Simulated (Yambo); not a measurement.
**InP in Yambo: convergence with bands in self energy**

Crystal: InP.

```xyz
2
Lattice="0.0000 2.9305 2.9305 2.9305 0.0000 2.9305 2.9305 2.9305 0.0000" Properties=species:S:1:pos:R:3 pbc="T T T"
In    0.0000    0.0000    0.0000
P     4.3957    4.3957    4.3957
```

| Item | Value |
| --- | --- |
| Program | Yambo 5.3.0 |
| Task | G0W0 quasiparticle levels |
| Functional | PBEsol |
| Potentials or basis | PseudoDojo 0.4.1 SR PBEsol standard |
| Cutoff | 952 eV |
| Density cutoff | 3810 eV |
| k mesh | 6 × 6 × 6 |
| Occupations | fixed |
| Spin | no spin polarisation |
| k mesh of the self-consistent run | 8 × 8 × 8 |
| Random integration of the Coulomb term | yes |
| Direction of the field or of q to 0 | x + y + z |
| Broadening | 0.1 eV |
| States corrected | Γ and the k points of the band edges |
| Frequency dependence of W | plasmon pole |
| Terminator of the band sum in the self-energy | none |
| Quasiparticle equation | linearised (Newton) |
| Imaginary frequency of the plasmon-pole fit | 27.2114 eV |
| Bands in the response | 159 |
| Bands in the self-energy | 29 |
| Cutoff of the response matrix | 6 Ry |
| Cutoff of exchange and Vxc | 70 Ry |
| Bands corrected (first, last) | [9, 10] |

These are the settings of the first run; the series varies bands in self energy, with any setting tied to it.

| bands in self energy | quasiparticle gap at the points computed (eV) |
| --- | --- |
| 29 | 0.970 |
| 49 | 0.963 |
| 89 | 0.974 |
| 159 | 0.994 |

Against the tightest run, the quasiparticle gap at the points computed stays within 0.05 eV from 29 on. The tightest run that finished is the yardstick and may itself not be fully converged.

Caveat, for the tightest run too: the potentials hold a filled d shell without the s and p states of that shell, which can shift GW gaps by tenths of an eV, either way; this version prints the column dSc/dw multiplied by 27.2; spin-orbit coupling is left out, which moves the levels of the heavy elements.
